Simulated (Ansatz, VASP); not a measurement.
## C: VASP beside Ansatz

The input INCAR:

```
PREC     = Accurate       # precision mode
ENCUT    = 520            # plane-wave cutoff, eV
EDIFF    = 1E-6           # SCF threshold, eV
ISMEAR   = 0              # smearing method
SIGMA    = 0.05           # smearing width, eV
LREAL    = False          # projectors in reciprocal space
LASPH    = True           # aspherical terms in the spheres
NELM     = 80             # most SCF steps
ALGO     = Normal         # electronic algorithm
ISIF     = 2              # what is computed and relaxed
LWAVE    = False          # write WAVECAR
LCHARG   = True           # write CHGCAR
GGA      = PE             # functional
IVDW     = 12             # dispersion correction
LELF     = True           # ELF
LVHAR    = True         
NBANDS   = 11             # bands
```

Contents of KPOINTS:

```
Automatic mesh
0
Gamma
  15 15 15
```

File POSCAR:

```
C
1.0
    1.2427282054      0.7174894639      3.3892873547
   -1.2427282054      0.7174894639      3.3892873547
    0.0000000000     -1.4349789278      3.3892873547
C
2
Direct
    0.1741321547      0.1741321547      0.1741321547
    0.8258678453      0.8258678453      0.8258678453
```

Input for Ansatz:

```yaml
crystal:
  lattice:
    - [1.2427282054, 0.7174894639, 3.3892873547]
    - [-1.2427282054, 0.7174894639, 3.3892873547]
    - [0.0, -1.4349789278, 3.3892873547]
  atoms:
    - { symbol: C, position: [0.1741321547, 0.1741321547, 0.1741321547] }
    - { symbol: C, position: [0.8258678453, 0.8258678453, 0.8258678453] }
basis:
  ecutwfc: 520.0
kpoints:
  mp_grid: { grid: [15, 15, 15] }
hamiltonian:
  xc: pbe
  dispersion: d3bj
scf:
  occupations: { method: gaussian, width: 0.05 }
output:
  forces: true
  stress: true
  eigenvalues: true
  write_density: true
  write_potential: true
  elf: true
  volumetric_format: npy
```

Change from the starting cell: mode 4 frozen in at +0.076 Å, equal normal strain along x, y and z +0.0083.

Alike in both runs: task single point; functional PBE; dispersion D3(BJ); k mesh 15 × 15 × 15; occupations gaussian, width 0.05 eV; no spin polarisation.

|  | VASP | Ansatz |
| --- | --- | --- |
| version | VASP 6.6.1 | Ansatz 0.2.0 |
| potentials or method | VASP PAW PBE potentials, release 64 (C) | scalar-relativistic, plane waves, PAW |
| plane-wave cutoff (eV) | 520 | 520 |
| valence electrons in the cell | 8 | 8 |

Ansatz gave:

| Property | Result |
| --- | --- |
| gap on the k mesh at the Fermi level (eV) | 0.42 |
| least direct gap on the mesh (eV) | 0.42 |
| pressure (GPa) | -8.0 |
| largest component of the traceless stress (GPa) | 4.49 |
| rms of the force components (eV/Å) | 1.474 |

Which values does VASP return?

gap on the k mesh at the Fermi level (eV): 0.43; least direct gap on the mesh (eV): 0.43; pressure (GPa): -7.6; largest component of the traceless stress (GPa): 4.01; rms of the force components (eV/Å): 1.469.

Atom by atom the forces differ by 0.005 eV/Å (rms over components).

Caveats: an odd mesh through Γ misses points on the zone boundary, where band edges often lie; forces of over 1 eV/Å show positions far from the minimum, so gaps and moduli don't describe the material at rest.
